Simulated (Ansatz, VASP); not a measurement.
MgB2 in VASP and in Ansatz

File POSCAR:

```
MgB2
1.0
    3.0850000000      0.0000000000      0.0000000000
   -1.5425000000      2.6716883707      0.0000000000
    0.0000000000      0.0000000000      3.5230000000
Mg B
1 2
Direct
    0.0000000000      0.0000000000      0.0000000000
    0.6666666667      0.3333333333      0.5000000000
    0.3333333333      0.6666666667      0.5000000000
```

INCAR.step1

```
PREC = Accurate
ENCUT = 520
ISMEAR = -1
SIGMA = 0.05
LREAL = False
LASPH = True
NELM = 80
NBANDS = 11
GGA = PE
ALGO = Normal
EDIFF = 1E-4
LWAVE = True
LCHARG = False
```

Contents of INCAR.step2:

```
PREC = Accurate
ENCUT = 520
EDIFF = 1E-6
ISMEAR = -1
SIGMA = 0.05
LREAL = False
LASPH = True
NELM = 80
ALGO = Normal
ISIF = 2
LWAVE = False
LCHARG = False
METAGGA = R2SCAN
LMIXTAU = True
NBANDS = 11
ISTART = 1
```

KPOINTS

```
regular mesh
0
Gamma
  10 10 8
```

Contents of input.yaml:

```yaml
crystal:
  lattice:
    - [3.085, 0.0, 0.0]
    - [-1.5425, 2.6716883707, 0.0]
    - [0.0, 0.0, 3.523]
  atoms:
    - { symbol: Mg, position: [0.0, 0.0, 0.0] }
    - { symbol: B, position: [0.6666666667, 0.3333333333, 0.5] }
    - { symbol: B, position: [0.3333333333, 0.6666666667, 0.5] }
hamiltonian:
  xc: r2scan
  pseudopotentials: { kind: paw }
kpoints:
  mp_grid: { grid: [10, 10, 8] }
  band_path:
    path:
      - [[0.0, 0.0, 0.0], [0.5, 0.0, 0.0], [0.3333333333, 0.3333333333, 0.0], [0.0, 0.0, 0.0], [0.0, 0.0, 0.5], [0.5, 0.0, 0.5], [0.3333333333, 0.3333333333, 0.5], [0.0, 0.0, 0.5]]
      - [[0.5, 0.0, 0.5], [0.5, 0.0, 0.0]]
      - [[0.3333333333, 0.3333333333, 0.0], [0.3333333333, 0.3333333333, 0.5]]
    npoints: 14
scf:
  occupations: { method: fermi_dirac, width: 0.05 }
  n_extra_bands: 7
output:
  forces: true
  stress: true
  eigenvalues: true
  fatbands: false
```

Alike in both runs: functional r2SCAN; k mesh 10 × 10 × 8; occupations fermi-dirac, width 0.05 eV; no spin polarisation.

|  | VASP | Ansatz |
| --- | --- | --- |
| version | VASP 6.6.1 | Ansatz 0.2.0 |
| potentials or method | VASP PAW PBE potentials, release 64 (Mg, B) | Ansatz PAW |
| plane-wave cutoff (eV) | 520 | 500 |
| valence electrons in the cell | 8 | 16 |
| task | single point | band structure |

|  | VASP | Ansatz | Ansatz less VASP |
| --- | --- | --- | --- |
| gap on the k mesh at the Fermi level (eV) | none | none | - |
| pressure (GPa) | -2.5 | -2.1 | +0.40 |
| largest component of the traceless stress (GPa) | 0.15 | 0.10 | -0.049 |

A gap of «none» marks a metal or a gap that the smearing closes. The two sets of potentials don't hold the same shells in valence.

Caveats: the PAW data sets were made with another functional, which shifts forces and pressure a little (VASP); the PAW data sets come from PBE, with cores solved anew for the run's functional, which leaves a small shift of forces and pressure (Ansatz).
